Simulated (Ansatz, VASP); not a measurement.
This is a calculation of BAs for Ansatz 0.2.0.

input.yaml

```yaml
crystal:
  lattice:
    - [2.93437, 0.0, 0.0]
    - [0.0, 2.93437, 0.0]
    - [0.0, 0.0, 2.93437]
  atoms:
    - { symbol: B, position: [0.5, 0.5, 0.5] }
    - { symbol: As, position: [0.0, 0.0, 0.0] }
hamiltonian:
  xc: pbe
  pseudopotentials: { kind: paw }
kpoints:
  mp_grid: { grid: [9, 9, 9] }
scf:
  occupations: { method: fermi_dirac, width: 0.05 }
output:
  forces: true
  stress: true
  eigenvalues: true
relax:
  f_tol: 0.01
  max_steps: 40
  cell: { stress_tol: 0.05 }
```

Potentials or basis: Ansatz PAW.

Launch:

```sh
$ ansatz run input.yaml --threads 2 --pin off --max-ram 5632MiB --backend cpu --events-out ev --progress --plain --runs-dir out
```

Translate it to VASP 6.6.1. Potentials there: VASP PAW PBE potentials, release 64 (B, As).

As run (the cutoff follows the program's own potentials):

The input INCAR:

```
SYSTEM = BAs
  PREC = Accurate
  ENCUT = 600
  EDIFF = 1E-6
  ISMEAR = -1
  SIGMA = 0.05
  LREAL = .False.
  LASPH = .True.
  NELM = 100
  ALGO = Fast
  ISIF = 3
  LWAVE = .False.
  LCHARG = .False.
  GGA = PE
  IBRION = 2
  NSW = 60
  EDIFFG = -0.01
```

KPOINTS

```
regular mesh
0
Gamma
  9 9 9
  0 0 0
```

File POSCAR:

```
BAs
1.0
    2.9343700000      0.0000000000      0.0000000000
    0.0000000000      2.9343700000      0.0000000000
    0.0000000000      0.0000000000      2.9343700000
B As
1 1
Direct
    0.5000000000      0.5000000000      0.5000000000
    0.0000000000      0.0000000000      0.0000000000
```

Potentials or basis: VASP PAW PBE potentials, release 64 (B, As).

Run with:

```bash
$ cat potpaw_PBE.64/B/POTCAR potpaw_PBE.64/As/POTCAR > POTCAR
$ mpirun -np 1 vasp_std > vasp.out
```

Both were run:

|  | VASP | Ansatz | Ansatz less VASP |
| --- | --- | --- | --- |
| gap on the k mesh at the Fermi level, each at its own relaxed structure (eV) | none | none | - |
| relaxed volume (Å³/atom) | 12.71 | 12.68 | -0.025 |
| relaxed cell length with the largest relative difference (Å) | 2.940 | 2.938 | -0.0019 |

A gap of «none» marks a metal or a gap that the smearing closes. The two sets of potentials don't hold the same shells in valence.

Caveats: the plane-wave basis is chosen anew once the cell has moved, so the energies of steps on either side of that aren't comparable (Ansatz).
